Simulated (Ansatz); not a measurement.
## BP at 40 GPa: from Born charge to LO–TO splitting and polaron coupling

The calculation used Ansatz, DFT PBE, scalar-relativistic, plane waves, PAW. Plane waves to 420 eV; Γ-centred k mesh 12×12×12; fixed occupations. No spin polarisation. Phonons by linear response, acoustic sum rule imposed.

The cell, relaxed at 40 GPa:
```
CELL_PARAMETERS angstrom
0.00000 2.14378 2.14378
2.14378 0.00000 2.14378
2.14378 2.14378 0.00000
ATOMIC_POSITIONS crystal
B 0.00000 0.00000 0.00000
P 0.75000 0.75000 0.75000
```

Other phases may be more stable at this pressure. The bands were filled as in an insulator; under compression the gap may have closed between mesh points.

Linear response gives ν_TO = 951.9 cm⁻¹, Born charges ±1.083 e (positive on P) and ε∞ = 9.160. The primitive cell holds 19.705 Å³, and the masses are 10.810 and 30.974 amu.

**Question.** Find ν_LO and the static dielectric constant.

**Answer.** The long-wave field adds a restoring force: ω_LO² − ω_TO² = Z*²e²/(ε_vac ε∞ μV). In these units ν_LO² − ν_TO² = 4.92064×10⁷ Z*²/(μ V ε∞) cm⁻², with μ = m₁m₂/(m₁ + m₂) = 8.013 amu: 39897 cm⁻². So ν_LO = √(951.9² + 39897) = 972.6 cm⁻¹, and the run gives 972.6. Lyddane–Sachs–Teller then gives ε0 = ε∞ (ν_LO/ν_TO)² = 9.56, against 9.56 in the run (it forms both from the same three quantities, so the match checks the arithmetic only). Between ν_TO and ν_LO the dielectric function is negative and an undamped crystal reflects fully: a reststrahlen band from 10.3 to 10.5 μm.

**Question.** What do the Clausius–Mossotti polarisability and the Szigeti charge come to?

**Answer.** With the Lorentz local field, α = (3V/4π)(ε∞ − 1)/(ε∞ + 2) = 3.44 Å³ for the pair, and e_S = 3Z*/(ε∞ + 2) = 0.29 e. The Born charge includes the electrons' response to the dipole's own local field, and e_S takes that enhancement out. The Lorentz field assumes point-like polarisable ions, a poor picture once ε∞ is this large, since the electron clouds then overlap or are shared, so both numbers are formal here.

**Question.** How strongly does a slow electron couple to the LO mode?

**Answer.** For one isotropic parabolic band, Fröhlich's constant is α_F = (1/ε∞ − 1/ε0) √(m* Ry/ħω_LO), with Ry = 13.606 eV, ħω_LO = 120.6 meV and m* in free-electron masses: α_F = 0.0046 × 10.62 × √m* = 0.05 √m*. The band mass isn't part of this run; for m* = 0.1, 0.3 and 1 it gives 0.02, 0.03, 0.05. In weak coupling the polaron lies α_F ħω_LO below the band edge (3 meV at m* = 0.3) with a mass m*(1 + α_F/6); past α_F of about 5 or 6 that expansion fails. A semilocal functional's ε∞ tends to be too large, which taken alone lowers α_F.

Cost: 1 run of about 0.25 core-minutes, on AMD EPYC 9R45 (Zen 5) (shared hosts).

The lattice adds little to the dielectric response, taking it from 9.160 to 9.56, even though the Born charges of ±1.083 e are not small. The reason is stiffness: the ionic term scales as the squared charge over the force constant and cell volume, with the masses cancelling, and short, strongly directional B–P bonds resist the polar displacement. Electronic screening further narrows the LO–TO splitting, and the weak Fröhlich coupling follows from the same small lattice contribution.

The positive charge on P reverses the usual III–V assignment and the slight electronegativity difference. It is a dynamical charge, measuring how bond electrons flow as the atoms move, and so doesn't establish a static P cation. The compact 2p shell of boron, which has no p core beneath it, probably favours this flow. The splitting depends on the charge squared and cannot confirm the sign. Weak polar coupling alone doesn't imply high mobility, since deformation-potential and intervalley scattering may still limit transport.
